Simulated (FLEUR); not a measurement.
The system is LiF (Griceite).

```
F Li
1.0
     0.00000    2.01400    2.01400
     2.01400    0.00000    2.01400
     2.01400    2.01400    0.00000
F Li
1 1
Cartesian
  2.0140 2.0140 2.0140
  0.0000 0.0000 0.0000
```

Base run:

```yaml
Program: FLEUR MaX-R8.1 (later development tree)
Functional: WC
Potentials_or_basis: all-electron
Basis: FLAPW
Kmax: 4.1 1/bohr
k_mesh: 11 × 11 × 11
Occupations: fermi-dirac, width 0.05 eV
Spin: no spin polarisation
```

Its results: band gap on the k mesh 8.92 eV, direct.

**Question.** After a change of settings the same cell gave: band gap on the k mesh 9.08 eV, direct. Which change was it?
A. functional from WC to r2SCAN
B. functional from WC to LDA
C. functional from WC to PBEsol
D. functional from WC to AM05

**Answer.** D.

Not every run made on this cell is shown here.
